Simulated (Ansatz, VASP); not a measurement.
**One calculation of Al, two programs**

```
Al
1.0
    -0.06072    1.99362    1.99362
     1.99362   -0.06072    1.99362
     1.99362    1.99362   -0.06072
Al
1
Cartesian
  0.0000 0.0000 0.0000
```

Change from the starting cell: equal xy, yz and zx shear strains of -3 %, crystal datasets.

Alike in both runs: task electric field gradients; functional PBEsol; k mesh 14 × 14 × 14; occupations fermi-dirac, width 0.05 eV; no spin polarisation.

|  | VASP | Ansatz |
| --- | --- | --- |
| version | VASP 6.6.1 | Ansatz 0.2.0 |
| potentials or method | VASP PAW PBE potentials, release 64 (Al), cutoff 520 eV | all-electron PAW with datasets made for the crystal, scalar-relativistic |

Ansatz gave:

| Item | Value |
| --- | --- |
| pressure (GPa) | -1.8 |
| largest component of the traceless stress (GPa) | 0.15 |
| Vzz of the field gradient on the site that differs most (V/Å²) | -3.9 |

**Question.** Which values does VASP return?

**Answer.** Pressure (GPa): -1.7; largest component of the traceless stress (GPa): 0.16; Vzz of the field gradient on the site that differs most (V/Å²): -4.2.

Ansatz ran all-electron here, so the differences hold the error of VASP's frozen core and of both bases.

Caveats: the PAW data sets were made with another functional, which shifts forces and pressure a little (VASP).
